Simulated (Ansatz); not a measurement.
CdO, rock salt type; equations of state without spin from Ansatz PAW hard set, 700 eV.

PBE (k-mesh 20³, smearing 0.061 eV) gives V₀ = 13.548 Å³/atom and B₀ = 126 GPa.

(1) What does r²SCAN give (700 eV, k-mesh 12³, smearing 0.1 eV)?

Answers

(1) V₀ = 13.023 Å³/atom (-3.9 %) and B₀ = 148 GPa (+18 %).

Potentials made with PBE were used with another functional (at least in: Ansatz PAW hard set, 700 eV (r²SCAN)).
